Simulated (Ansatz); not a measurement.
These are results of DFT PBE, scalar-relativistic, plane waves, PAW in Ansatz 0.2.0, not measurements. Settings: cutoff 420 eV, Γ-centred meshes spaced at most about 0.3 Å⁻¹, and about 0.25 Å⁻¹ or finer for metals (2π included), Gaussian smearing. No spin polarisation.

These are static total energies at zero pressure.

Two relaxed structures of Sn₃Ge₂:

A.

```
Sn Ge
1.0
    -1.73191    1.73191   10.16443
     1.73191   -1.73191   10.16443
     1.73191    1.73191  -10.16443
Sn Ge
3 2
Direct
  0.88545 0.88545 0.00000
  0.11455 0.11455 0.00000
  0.50000 0.50000 0.00000
  0.28541 0.28541 0.00000
  0.71459 0.71459 0.00000
```

B.

```
Sn Ge
1.0
    -1.72607    1.72607   10.26536
     1.72607   -1.72607   10.26536
     1.72607    1.72607  -10.26536
Sn Ge
3 2
Direct
  0.80940 0.80940 0.00000
  0.00000 0.00000 0.00000
  0.19060 0.19060 0.00000
  0.40224 0.40224 0.00000
  0.59776 0.59776 0.00000
```

**Question.** Which arrangement of the elements on these sites is preferred, and by what margin?

**Answer.** A is lower, by 14 meV/atom. The two share one framework of sites and differ in which element sits where. A has Sn and Ge ordered on bcc sites, space group I4/mmm (No. 139), 24.4 Å³/atom and no gap on its mesh; B has space group I4/mmm (No. 139), 24.5 Å³/atom and no gap. Counting Ge atoms around Sn (those within 1.25 times the shortest such distance or 1.15 times the sum of covalent radii, 1.27 where that leaves under three; the shortest distance is added where it exceeds 1.18 times the sum of covalent radii; a slash parts the counts of unlike sites), A has Sn 2 from 4.4 Å/4+1 from 3.2 Å and B has Sn 4 from 3.1 Å/8 from 3.2 Å. Even the lower one lies +0.17 eV/atom against the reference forms of the elements (uncorrected), so neither is stable at this level. In A, Sn on a site of symmetry 4mm has 4 Ge at 3.18 Å, 8 Sn at 3.38–3.46 Å and 1 Ge at 3.47 Å; Sn on a site of symmetry 4/mmm is surrounded by 12 Sn at 3.38–3.46 Å; around Ge lie 4 Ge at 2.84 Å, 4 Sn at 3.18 Å, 4 Ge at 3.46 Å and 1 Sn at 3.47 Å. In B, Sn on a site of symmetry 4mm is surrounded by 4 Ge at 3.10 Å, 8 Sn at 3.45 Å and 1 Sn at 3.91 Å; around Sn on a site of symmetry 4/mmm lie 8 Ge at 3.16 Å, 4 Sn at 3.45 Å and 2 Sn at 3.91 Å; Ge is surrounded by 8 Sn at 3.10–3.16 Å and 4 Ge at 3.45 Å. Both come from invented guesses.

The k mesh leaves some 4 meV/atom of noise in the energy of each metallic cell. Cells relaxed within their symmetry can be saddle points.
